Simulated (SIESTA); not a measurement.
Wanted: the native input for a SIESTA 5.4.2 run.

```yaml
Task: relaxation of cell and atoms
Functional: PBEsol
Potentials_or_basis: PseudoDojo 0.4 standard (PBEsol files)
Basis: DZP (energy shift 0.003 Ry; two zetas on semicore shells)
Grid_cutoff: 500 Ry
Energy_shift: 0.003 Ry
k_mesh: 8 × 8 × 8
Occupations: fermi-dirac, width 0.05 eV
Spin: no spin polarisation
optimiser: Broyden
force_tolerance: 0.01 eV/Å
stress_tolerance_GPa: 0.05
```

The system is BAs.

```
As B
1.0
     0.00000    2.38850    2.38850
     2.38850    0.00000    2.38850
     2.38850    2.38850    0.00000
As B
1 1
Direct
  0.75000 0.75000 0.75000
  0.00000 0.00000 0.00000
```

These files were run (other wordings do the same):

BAs.fdf

```
SystemName                      BAs
SystemLabel                     BAs
NumberOfSpecies                 2
NumberOfAtoms                   2
%block ChemicalSpeciesLabel
  1  33 As
  2   5 B
%endblock ChemicalSpeciesLabel

LatticeConstant                 1.0 Ang
%block LatticeVectors
     0.0000000000     2.3885000000     2.3885000000
     2.3885000000     0.0000000000     2.3885000000
     2.3885000000     2.3885000000     0.0000000000
%endblock LatticeVectors
AtomicCoordinatesFormat         Fractional
%block AtomicCoordinatesAndAtomicSpecies
     0.7500000000     0.7500000000     0.7500000000  1  As
     0.0000000000     0.0000000000     0.0000000000  2  B
%endblock AtomicCoordinatesAndAtomicSpecies

%block kgrid.MonkhorstPack
    8   0   0  0.0
    0   8   0  0.0
    0   0   8  0.0
%endblock kgrid.MonkhorstPack
XC.Functional                   GGA
XC.Authors                      PBEsol
PAO.BasisSize                   DZP
PAO.EnergyShift                 0.003 Ry
Mesh.Cutoff                     500 Ry
OccupationFunction              FD
ElectronicTemperature           0.05 eV
MaxSCFIterations                120
SCF.MustConverge                false
SCF.Mixer.Method                Pulay
SCF.Mixer.Weight                0.25
SCF.Mixer.History               8
SCF.DM.Tolerance                5.0e-05
SCF.H.Tolerance                 1.0e-03 eV
WriteForces                     true
Charge.Mulliken                 end
MD.TypeOfRun                    Broyden
MD.Steps                        40
MD.MaxForceTol                  0.01 eV/Ang
MD.MaxDispl                     0.1 Ang
WriteCoorStep                   true
AtomCoorFormatOut               Fractional
MD.VariableCell                 true
MD.MaxStressTol                 0.05 GPa
%block PAO.Basis
  As 4
  n=4 0 2
    5.501 0.000
  n=4 1 2
    7.312 0.000
  n=3 2 2
    2.890 0.000
  n=4 2 1
    7.312
%endblock PAO.Basis
```

Potentials or basis: PseudoDojo 0.4 standard (PBEsol files), DZP (energy shift 0.003 Ry; two zetas on semicore shells).

Run with:

```bash
$ siesta < BAs.fdf > BAs.out 2>&1
```

It gave:

- Relaxed volume: 13.78 Å³/atom
- Relaxed cell: a = 3.391 Å, b = 3.391 Å, c = 3.391 Å, α = 59.99°, β = 59.99°, γ = 59.99°
- Space group after relaxing (to 0.05 Å): F-43m (No. 216)
- Energy gained by relaxing: 0.7 meV/atom
- Ionic steps: 4
- Pressure after relaxing: 0.0 GPa
- Band gap on the k mesh: 1.26 eV, indirect (least direct gap 3.31 eV)

Caveat: the basis of atomic orbitals isn't converged, which shifts pressures, moduli and gaps.

It took 76 s on 1 thread of Intel(R) Xeon(R) 6975P-C (Granite Rapids), on a shared host, peak memory 0.25 GiB.
